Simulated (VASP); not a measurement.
The system is MnAs.

```
CELL_PARAMETERS angstrom
0.00000 2.83118 2.83118
2.83118 0.00000 2.83118
2.83118 2.83118 0.00000
ATOMIC_POSITIONS crystal
Mn 0.00000 0.00000 0.00000
As 0.25000 0.25000 0.25000
```

The cell was built by a generator and needn't be a form met in nature.

Base run:

```yaml
Program: VASP 6.6.1
Functional: LDA
Potentials_or_basis: VASP PAW LDA potentials, release 64 (Mn_pv, As)
Cutoff: 520 eV
k_mesh: 12 × 12 × 12
Occupations: gaussian, width 0.03 eV
Spin: collinear spin, ferromagnetic start
Starting_moments: "[4.0, 0.0] μB"
```

Its results: pressure -7.7 GPa; net moment 3.41 μB per cell; site moments Mn +3.35; As -0.14 μB.

Question: The run is repeated on the same cell with these changes: functional from LDA to r2SCAN; potentials or basis from VASP PAW LDA potentials, release 64 (Mn_pv, As) to VASP PAW PBE potentials, release 64 (Mn_pv, As). What comes out?

Answer: Pressure 2.2 GPa; net moment 4.00 μB per cell; site moments Mn +4.02; As -0.23 μB.

Caveats: a cell with one magnetic atom can't hold antiferromagnetic order, which such compounds often take; the PAW data sets were made with another functional, which shifts forces and pressure a little (some runs).
